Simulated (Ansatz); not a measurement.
**2H-CrOSe monolayer in a perpendicular field**

What dipole does a perpendicular field induce in the 2H-CrOSe monolayer? A positive field points along +c.

Method: plane-wave DFT, PBEsol-D3(BJ), Ansatz PAW, in the first sound run; inputs show where later runs differ, in Ansatz 0.2.0.

### Step 1. The structure

The cell holds 3 atoms: 1 Se, 1 Cr and 1 O. Its edges and angles: a = 2.927 Å, b = 2.927 Å, c = 20.737 Å, α = 90.0°, β = 90.0°, γ = 120.0°. Vacuum lies along c.

### Step 2. Relaxation

The starting cell is a guess, so the in-plane lattice and the atoms are relaxed first, with the slab cut off from its images along the normal. The program lengthens the vector along the normal by itself, so c and the volume that it reports differ from the typed ones.

File input.yaml:

```yaml
crystal:
  lattice:
    - [2.926782, 0.0, 0.0]
    - [-1.463391, 2.5346675633, 0.0]
    - [0.0, 0.0, 20.7374756374]
  atoms:
    - { symbol: Se, position: [0.3333333333, 0.6666666667, 0.4339968932] }
    - { symbol: Cr, position: [0.0, 0.0, 0.5209366721] }
    - { symbol: O, position: [0.3333333333, 0.6666666667, 0.5660031068] }
  periodic: [true, true, false]
kpoints:
  mp_grid: { grid: [12, 12, 1] }
hamiltonian:
  xc: pbesol
  dispersion: d3bj
scf:
  occupations: { method: fermi_dirac, width: 0.05 }
  convergence: { dr2_threshold: 1.0e-09 }
relax:
  f_tol: 0.004
  max_steps: 90
  cell: {}
output:
  write_potential: true
  write_density: true
  volumetric_format: npy
```

The run is started by

```
$ ansatz run input.yaml --threads 2 --pin off --max-ram 3072MiB --backend cpu --events-out ev --progress --plain --runs-dir out
```

The program printed:

```text
Warning: crystal.periodic: the lattice vector that does not repeat stood 0.000° off the slab's normal, 20.737 Å along it as the deck builds it. The run solves the slab on a vector along the normal, 29.275 Å long, with every atom where it was (on the deck's vector they left 18.00 Å outside them, and the widest stretch free of ions among them is 1.80 Å). A fractional position that the run reports is one of the run's ce [...]
Warning: relax.cell: scf.convergence.dr2_threshold = 1e-9 eV is looser than the 1.84907497906e-10 eV advised for a relaxation that steers and ends on the stress (1e-10 eV for each atom of the cell: 3, times the square of relax.cell.stress_2d_tol = 0.05 N/m over 12.7 Å (the atoms' height at the walk's start and 5 Å past either face), 3.925e-2 GPa, over a crystal's default 0.05). What an SCF threshold leaves in a stress goes as its square root, and in the free energy as the threshold itself, and one threshold admits the most on a small cell: [figures from the program's tests cut] Set scf.convergence.dr2_threshold to 1.84907497906e-10 eV or tighter. [rest of the remark cut]
crystal.periodic: the lattice vector that does not repeat stood 0.000° off the slab's normal, 20.737 Å along it as the deck builds it. The run solves the slab on a vector along the normal, 29.275 Å long, with every atom where it was (on the deck's vector they left 18.00 Å outside them, and the widest stretch free of ions among them is 1.80 Å). A fractional position that the run reports is one of the run's cell, which [...]
Engine: ansatz 0.2.0, aarch64-unknown-linux-gnu
Pseudopotentials: kind: paw
Pseudopotential: Se, paw, valence charge 16, recommended cutoff 420 eV (normal), Se.paw.azcp
Pseudopotential: Cr, paw, valence charge 14, recommended cutoff 420 eV (normal), Cr.paw.azcp
Pseudopotential: O, paw, valence charge 6, recommended cutoff 420 eV (normal), O.paw.azcp
Functional definition: PBEsol
  exchange = pbesol_x
  correlation = pbesol_c
Crystal: 3 atoms, lattice volume = 217.174 Å³
Basis set: ecut = 420 eV, 4213 PW (Γ), exchange–correlation on 40×40×400 points (8 copies of the dense FFT grid, shifted against one another)
Bands: 22, of which v1, the nominal top of the filled ones, is band 18 counted from 1 (17 counted from 0)
Symmetry: 6 space group operations
Space group: P3m1 (ITA 156), of the structure as read, at distance tolerance 6.0e-5 Å
k-points: 19 of 144 (time reversal used)
Non-local potential: Se, projectors of the file, l = 0: 2, l = 1: 2, l = 2: 3, l = 3: 1
Non-local potential: Cr, projectors of the file, l = 0: 3, l = 1: 2, l = 2: 3, l = 3: 1
Non-local potential: O, projectors of the file, l = 0: 2, l = 1: 2, l = 2: 1
PAW form: soft (Blöchl's): semilocal exchange-correlation on the pseudo side does not see the compensation charge
PAW frozen core: Se, regenerated for the run's functional, and the local potential with it (the file was generated under x = pbe(κ = 0.804, μ = 0.219515), c = pbe(β = 0.066725))
PAW frozen core: Cr, regenerated for the run's functional, and the local potential with it (the file was generated under x = pbe(κ = 0.804, μ = 0.219515), c = pbe(β = 0.066725))
PAW frozen core: O, regenerated for the run's functional, and the local potential with it (the file was generated under x = pbe(κ = 0.804, μ = 0.219515), c = pbe(β = 0.066725))
PAW one-centre angular grid: Se, 590 points (default); XC on 64 Gauss nodes
PAW one-centre angular grid: Cr, 590 points (default); XC on 64 Gauss nodes
PAW one-centre angular grid: O, 110 points (default); XC on 64 Gauss nodes
Initial density: superposition of atomic densities (neutral atoms: chi_scale 0, normalization atom), corrected by the library's trained network
Initial wavefunctions: pseudopotential atomic-orbital guess
Functional: x = pbesol(κ = 0.804, μ = 0.123457), c = pbesol(β = 0.046)
SCF iter   1: F=—  HF=-9335.063770 eV  |F-HF|=—  |Δ(HF+E_count)|=         —  Δρ=1.11e-2  dr2=6.66e-1  ethr=1.77e-3  ⟨swp⟩=13.7  Hψ=3107  notcnv=0
preconditioner: auto → LDOS  [metal: Δε(μ)=0.017 eV  Ē_g=8.102 eV  σ=0.050 eV  W_gap=0.09  n_scr=18 (ndim 8)  ℏωp=10.7 eV  f_vac=0.790  D(μ)=2.52/eV (n_scr^D=12)  β→1.0]
SCF iter   2: F=—  HF=-9335.044295 eV  |F-HF|=—  |Δ(HF+E_count)|=   1.95e-2  Δρ=9.66e-3  dr2=3.81e-1  ethr=1.77e-3  ⟨swp⟩=3.3  Hψ=907  notcnv=0
SCF iter   3: F=—  HF=-9335.010695 eV  |F-HF|=—  |Δ(HF+E_count)|=   3.36e-2  Δρ=2.20e-3  dr2=1.45e-2  ethr=1.06e-3  ⟨swp⟩=3.2  Hψ=766  notcnv=0
SCF iter   4: F=—  HF=-9335.008485 eV  |F-HF|=—  |Δ(HF+E_count)|=   2.21e-3  Δρ=3.50e-4  dr2=2.18e-4  ethr=4.03e-5  ⟨swp⟩=3.1  Hψ=949  notcnv=0
SCF iter   5: F=—  HF=-9335.008772 eV  |F-HF|=—  |Δ(HF+E_count)|=   2.87e-4  Δρ=9.55e-5  dr2=2.95e-5  ethr=6.04e-7  ⟨swp⟩=3.5  Hψ=969  notcnv=0
SCF iter   6: F=—  HF=-9335.008789 eV  |F-HF|=—  |Δ(HF+E_count)|=   1.70e-5  Δρ=3.08e-5  dr2=9.60e-7  ethr=8.20e-8  ⟨swp⟩=3.5  Hψ=857  notcnv=0
SCF iter   7: F=—  HF=-9335.008755 eV  |F-HF|=—  |Δ(HF+E_count)|=   3.34e-5  Δρ=1.85e-5  dr2=1.21e-6  ethr=2.67e-9  ⟨swp⟩=3.3  Hψ=941  notcnv=0
SCF iter   8: F=—  HF=-9335.008756 eV  |F-HF|=—  |Δ(HF+E_count)|=   8.87e-8  Δρ=4.82e-6  dr2=3.87e-8  ethr=2.67e-9  ⟨swp⟩=2.1  Hψ=724  notcnv=0
SCF iter   9: F=—  HF=-9335.008756 eV  |F-HF|=—  |Δ(HF+E_count)|=   2.82e-7  Δρ=1.46e-6  dr2=5.92e-9  ethr=1.07e-10  ⟨swp⟩=4.2  Hψ=1087  notcnv=0
SCF iter  10: F=-9335.008756 eV  HF=-9335.008756 eV  |F-HF|=1.77e-8  |Δ(HF+E_count)|=   1.00e-7  Δρ=3.23e-7  dr2=2.62e-10  ethr=2.78e-12  ⟨swp⟩=12.1  Hψ=3212  notcnv=0
SCF 1 converged in 10 iterations: F = -9335.008756 eV  dr2 = 2.62e-10
  greatest PAW one-centre occupation: 1.000 electrons in one spin orbital (limit 2), on the Cr atom at site 1 (counted from 0), in its partial waves of l = 0
relax step   1: F+E_penalty+E_count = -9335.00875593 eV  Δ(F+E_penalty+E_count) = +0.000e0 eV  max|allowed force component| = 8.992e-1 eV/Å  Δτ_max = 0.0000 Å  P = -4.448 N/m  Ω = 217.174 Å³  fix = [c, alpha, beta]  reactions: c -0.000 N/m  (10 SCF iters, accepted)
Crystal: 3 atoms, lattice volume = 211.496 Å³
Basis set: ecut = 420 eV, 4117 PW (Γ), exchange–correlation on 40×40×400 points (8 copies of the dense FFT grid, shifted against one another)
Initial density: handed on by an earlier stage of this run
Initial wavefunctions: those handed on with the density
iter 1 solved again at ethr=1.49e-4 eV; its pass at ethr=3.10e-3 eV (dr2=5.37e-2 eV) is discarded
SCF iter   1: F=—  HF=-9335.084605 eV  |F-HF|=—  |Δ(HF+E_count)|=         —  Δρ=3.55e-3  dr2=5.39e-2  ethr=1.49e-4  ⟨swp⟩=2.6  Hψ=3150  notcnv=0
[...]
SCF iter   5: F=—  HF=-9335.087753 eV  |F-HF|=—  |Δ(HF+E_count)|=   7.28e-6  Δρ=4.50e-5  dr2=1.01e-5  ethr=5.70e-7  ⟨swp⟩=2.4  Hψ=573  notcnv=0
SCF iter   6: F=—  HF=-9335.087748 eV  |F-HF|=—  |Δ(HF+E_count)|=   4.10e-6  Δρ=2.52e-5  dr2=1.73e-6  ethr=2.82e-8  ⟨swp⟩=3.4  Hψ=834  notcnv=0
SCF iter   7: F=—  HF=-9335.087693 eV  |F-HF|=—  |Δ(HF+E_count)|=   5.57e-5  Δρ=5.18e-6  dr2=7.07e-8  ethr=4.81e-9  ⟨swp⟩=3.1  Hψ=685  notcnv=0
SCF iter   8: F=—  HF=-9335.087693 eV  |F-HF|=—  |Δ(HF+E_count)|=   2.36e-7  Δρ=1.46e-6  dr2=7.13e-9  ethr=1.97e-10  ⟨swp⟩=4.1  Hψ=1067  notcnv=0
SCF iter   9: F=-9335.087693 eV  HF=-9335.087693 eV  |F-HF|=3.46e-8  |Δ(HF+E_count)|=   9.32e-8  Δρ=3.98e-7  dr2=2.54e-10  ethr=2.78e-12  ⟨swp⟩=13.1  Hψ=3393  notcnv=0
SCF 3 converged in 9 iterations: F = -9335.087693 eV  dr2 = 2.54e-10
relax step   3: F+E_penalty+E_count = -9335.08769306 eV  Δ(F+E_penalty+E_count) = -9.203e-3 eV  max|allowed force component| = 1.054e-1 eV/Å  Δτ_max = 0.0167 Å  P = +0.631 N/m  Ω = 208.244 Å³  energy of the carried Pulay correction = +3.830e-3 eV  fix = [c, alpha, beta]  reactions: c +0.000 N/m  (9 SCF iters, accepted)
[...]
relax step   4: F+E_penalty+E_count = -9335.08802428 eV  Δ(F+E_penalty+E_count) = -3.312e-4 eV  max|allowed force component| = 6.192e-2 eV/Å  Δτ_max = 0.0005 Å  P = +0.197 N/m  Ω = 208.950 Å³  energy of the carried Pulay correction = +3.521e-3 eV  fix = [c, alpha, beta]  reactions: c +0.000 N/m  (8 SCF iters, accepted)
[...]
relax step   5: F+E_penalty+E_count = -9335.08809538 eV  Δ(F+E_penalty+E_count) = -7.110e-5 eV  max|allowed force component| = 6.442e-3 eV/Å  Δτ_max = 0.0024 Å  P = +0.001 N/m  Ω = 209.187 Å³  energy of the carried Pulay correction = +3.418e-3 eV  fix = [c, alpha, beta]  reactions: c +0.000 N/m  (7 SCF iters, accepted)
[...]
relax step   6: F+E_penalty+E_count = -9335.08810115 eV  Δ(F+E_penalty+E_count) = -5.773e-6 eV  max|allowed force component| = 2.398e-4 eV/Å  Δτ_max = 0.0003 Å  P = -0.000 N/m  Ω = 209.178 Å³  energy of the carried Pulay correction = +3.422e-3 eV  fix = [c, alpha, beta]  reactions: c -0.000 N/m  (5 SCF iters, accepted)
[...]
relax step   7: F+E_penalty+E_count = -9335.08539611 eV  Δ(F+E_penalty+E_count) = +2.705e-3 eV  max|allowed force component| = 4.406e-4 eV/Å  Δτ_max = 0.0000 Å  P = -0.076 N/m  Ω = 209.178 Å³  fix = [c, alpha, beta]  reactions: c -0.000 N/m  stress off target by 7.65e-2 N/m on what of the cell is left free  SCF on the basis re-selected at this cell (its energy is not comparable with the rows above)  (6 SCF iters)
[...]
relax step   8: F+E_penalty+E_count = -9335.08547725 eV  Δ(F+E_penalty+E_count) = -8.114e-5 eV  max|allowed force component| = 2.500e-4 eV/Å  Δτ_max = 0.0004 Å  P = -0.004 N/m  Ω = 209.024 Å³  energy of the carried Pulay correction = +6.778e-5 eV  fix = [c, alpha, beta]  reactions: c -0.000 N/m  (6 SCF iters, accepted)
iter 1 solved again at ethr=8.18e-8 eV; its pass at ethr=3.10e-3 eV (dr2=2.94e-5 eV) is discarded
SCF iter   1: F=—  HF=-9335.085455 eV  |F-HF|=—  |Δ(HF+E_count)|=         —  Δρ=3.09e-6  dr2=5.89e-9  ethr=8.18e-8  ⟨swp⟩=6.8  Hψ=5196  notcnv=0
eigensolver tolerance schedule: the retry pair's looser diagonalisation over-reported the residual by 5000.43 of it (diagonalisation noise at 0.15 of the residual, at the tolerance the schedule requests for it); recorded, not acted on — ethr = c·dr2/N_el stays at c = 1.0e-1
preconditioner: auto → LDOS  [metal: Δε(μ)=0.084 eV  Ē_g=8.367 eV  σ=0.050 eV  W_gap=0.40  n_scr=18 (ndim 8)  ℏωp=10.9 eV  f_vac=0.793  D(μ)=1.43/eV (n_scr^D=10)  β→1.0]
SCF iter   2: F=—  HF=-9335.085390 eV  |F-HF|=—  |Δ(HF+E_count)|=   6.50e-5  Δρ=2.12e-6  dr2=1.80e-8  ethr=1.63e-11  ⟨swp⟩=5.3  Hψ=1432  notcnv=0
SCF iter   3: F=-9335.085390 eV  HF=-9335.085390 eV  |F-HF|=1.91e-9  |Δ(HF+E_count)|=   2.19e-8  Δρ=5.43e-7  dr2=3.50e-10  ethr=2.78e-12  ⟨swp⟩=15.6  Hψ=4347  notcnv=0
SCF 9 converged in 3 iterations: F = -9335.085390 eV  dr2 = 3.50e-10
relax step   9: F+E_penalty+E_count = -9335.08539002 eV  Δ(F+E_penalty+E_count) = +8.723e-5 eV  max|allowed force component| = 2.290e-4 eV/Å  Δτ_max = 0.0000 Å  P = -0.005 N/m  Ω = 209.024 Å³  fix = [c, alpha, beta]  reactions: c -0.000 N/m  stress off target by 4.91e-3 N/m on what of the cell is left free  SCF on the basis re-selected at this cell (its energy is not comparable with the rows above)  (3 SCF iters)
basis re-selected at this cell: Δ(F+E_penalty+E_count) = +8.723e-5 eV, ΔP = -0.001 N/m vs the last step (what re-selecting the basis moved, of the pressure what is left beyond the Pulay correction that the steps carried, after the strain that the cell walked since its last selection, with what the two solves' SCF thresholds leave and, on support functions, any second-order correction that the steps lacked; it is no m [...]
WARN: The output density's exchange-correlation potential varies sharply where the density is thin. Do not read a vacuum level from v_tot or v_xc, or from such a field of the output density. On a cell that repeats whose density bears no net charge and no dipole along the vacuum's axis use v_es (v_loc + v_h of the components); under efield.dipole_correction with no amplitude use v_es + v_field, which holds any externa [...]
SCF converged after 3 iterations
Free energy (F): -9335.085390 eV
Harris-Foulkes:  -9335.085390 eV  (|F-HF|=1.91e-9)
Internal energy: -9335.073298 eV  (E = F + TS)
E sigma→0 (E₀):  -9335.079344 eV
Entropy (-TS):   -0.012092 eV (-4.031 meV/atom)
Fermi energy:    -5.167966 eV
--- Per-component energies (eV) ---
  E_band       = -1208.036742
  E_kinetic    = 637.895577
  E_local      = -102276.492927  (includes V_loc(G=0)·N_el)
  E_nonlocal   = -464.536842
  E_hartree    = 50660.163576
  E_xc         = -316.035128
  E_vxc        = -370.740573  (∫ρ·V_xc dr)
  E_paw        = -3185.909977  (= ΣΔE_a)
  E_vpaw       = -54.490696  (= ΣTr[D̂ρ^β])
  E_aug_tail   = 0.002189  (compensation charges beyond the density's cutoff)
  E_ewald      = 45609.131390
  E_disp       = -0.494892  (pairwise vdW)
  E_core_change = 1.203738  (= ΣΔE_core)
  E_smearing   = -0.012092  (= −TS)
  E_closure    = 0.000000  (closes the sum)
  Σ components = -9335.085390   (vs F -9335.085390, Δ=0.00e0)
--- Forces (eV/Å), atoms counted from 1 ---
  atom   1  Se    -0.00000000     0.00000000     0.00002216
  atom   2  Cr    -0.00000000    -0.00000000    -0.00022869
  atom   3  O      0.00000000     0.00000000     0.00020756
  max |Σ_I F_I| component: 1.02e-6 eV/Å
--- 2D stress c σ (N/m, compression-positive) ---
       -0.004908       0.000000      -0.000000
        0.000000      -0.004908      -0.000000
       -0.000000      -0.000000      -0.000000
  P = ½ c Tr σ = -0.0049 N/m
--- Band table (eV; the first three rows and the last of 19) ---
  k-point 0: bands = [... 14 lower, -9.4176, -6.6043, -6.6043, -4.9647, -3.5191, -3.5191, -1.9814, -1.8778]
  k-point 1: bands = [... 14 lower, -9.2582, -6.8136, -6.6817, -5.0766, -3.5788, -3.4878, -2.6548, -2.0651]
  k-point 2: bands = [... 14 lower, -8.9630, -7.5863, -6.8424, -5.4524, -4.0682, -3.5211, -3.4328, -2.4020]
  k-point 18: bands = [... 14 lower, -10.1562, -9.7428, -7.8748, -6.4524, -5.2115, -4.0988, -3.5483, -2.8840]
  the weakly bound empty levels are not read free of the cell's end (no_gap_told)
--- Relaxed structure (7 steps of the walk, 7 accepted, 2 SCFs on fresh bases) ---
  F+E_penalty+E_count = -9335.08539002 eV   max|allowed force component| = 2.290e-4 eV/Å   (the final SCF, on the basis selected at the relaxed cell)
  cell:  # Å, volume = 209.0240 Å³
    - [2.871341, 0, 0]
    - [-1.435670, 2.486654, 0]
    - [0, 0, 29.274951]
  atoms:
    - { symbol: Se, position: [0.333333, 0.666667, 0.308854] }
    - { symbol: Cr, position: [2.435197e-17, 4.870395e-17, 0.367520] }
    - { symbol: O, position: [0.333333, 0.666667, 0.401011] }
```

The job ended after 79 s (2 threads of Arm Neoverse N1, shared host; peak memory 0.47 GiB; 2.6 min of CPU time).

This run has no spin polarisation, although Cr can carry a moment.

Relaxation path:

| step | energy less that of the first step (eV) | largest force component (eV/Å) | volume (Å³) |
| --- | --- | --- | --- |
| 1 | 0.0000 | 0.8992 | 217.17 |
| 2 | -0.0697 | 0.3963 | 211.50 |
| 3 | -0.0789 | 0.1054 | 208.24 |
| 4 | -0.0793 | 0.0619 | 208.95 |
| 5 | -0.0793 | 0.0064 | 209.19 |
| 6 | -0.0793 | 0.0002 | 209.18 |
| 7* | -0.0766 | 0.0004 | 209.18 |
| 8 | -0.0767 | 0.0003 | 209.02 |
| 9* | -0.0766 | 0.0002 | 209.02 |

Relaxation steps marked * repeat the geometry before them on a plane-wave basis chosen anew for their cell, so energy and pressure can jump there.

The run keeps the 6 symmetry operations that the program found, so distortions that break them were not tested.

| cell as run | before | after | change |
| --- | --- | --- | --- |
| a (Å) | 2.927 | 2.871 | -1.9 % |
| b (Å) | 2.927 | 2.871 | -1.9 % |

The atoms that moved most (Å, along periodic axes as changes of fractional coordinates times the final cell, across vacuum about the mean position):

| atom | dx | dy | dz | length |
| --- | --- | --- | --- | --- |
| Cr2 | 0.000 | 0.000 | -0.044 | 0.044 |
| Se1 | 0.000 | 0.000 | 0.042 | 0.042 |

Final coordinates:

```xyz
3
Lattice="2.8713 0.0000 0.0000 -1.4357 2.4867 0.0000 0.0000 0.0000 29.2750" Properties=species:S:1:pos:R:3
Se    0.0000    1.6578    9.0417
Cr    0.0000    0.0000   10.7591
O     0.0000    1.6578   11.7396
```

This step gave:

| Property | Result |
| --- | --- |
| energy at zero smearing | -9335.0793 eV |

The lattice constant a goes from 2.927 to 2.871 Å.

(Part 1 of 3 ends here.)

[Long decimals in the printed logs are rounded to 6 places.]

[Logs are printed without paths, hosts, clocks, repeated set-up lines and the standing remarks that a program may print on its own settings, such as how far it seeks lower states.]

[Hosts, paths, dates, database ids (printed as entryN), source tags and the programs' standing remarks are cut or masked in the printed files.]

[Maps of the electrostatic potential energy from Ansatz leave out the sawtooth potential of an applied field or a dipole correction, so their vacuum need not be flat; planar profiles and work functions include it.]
